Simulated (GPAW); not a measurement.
Runs of GPAW 26.7.0 on KBr. It takes space group Fm-3m (No. 225, cubic). The conventional cell has a = 6.600 Å, b = 6.600 Å, c = 6.600 Å, α = 90.00°, β = 90.00°, γ = 90.00°. Br (site symmetry m-3m) is surrounded by 6 K at 3.30 Å. K (site symmetry m-3m) is surrounded by 6 Br at 3.30 Å. 

```csv
task,level,potentials or basis,cell,k mesh,cutoff (eV),smearing,maxiter,data set,convergence,displacement,relaxed first,other keys,gap on the mesh (eV),pressure (GPa)
electron localisation function,SOGGA,"PAW data sets generated in the run's folder for this functional, pw",as given,4 × 4 × 4,510,fermi-dirac 0.01 eV,150,-,-,-,-,-,4.25,-0.6
single point,LDA,"JTH PAW 2.0, LDA, pw",as given,6 × 6 × 6,500,fermi-dirac 0.05 eV,80,"Br jth, K jth",-,-,-,-,4.03,(b)
Born charges,SOGGA,"PAW data sets generated in the run's folder for this functional, pw",relaxed,4 × 4 × 4,510,fermi-dirac 0.01 eV,150,-,density=1e-06 eigenstates=1e-09,0.01,cell,-,4.34,0.0
Born charges,BEEF-vdW,"GPAW PAW data sets (gpaw-data 1.2.1), newer versions, pw",atoms relaxed,4 × 4 × 4,510,fermi-dirac 0.01 eV,50,Br v3,density=1e-06 eigenstates=1e-09,0.01,ions,"several, not listed",(a),-
```

Alike in all rows: no spin polarisation.

Problem. Estimate the missing entries.

Solution. (a) 4.67; (b) -1.6.

Caveats: the cutoff is short for stress and forces, so pressures can be off by a GPa or more; the LO-TO splitting is left out (some runs); the program truncates these outside data sets (some runs); the PAW data sets were made with another functional, which shifts forces and pressure a little (some runs).

A k mesh can miss the band edges, and the runs leave out spin-orbit coupling on Br.
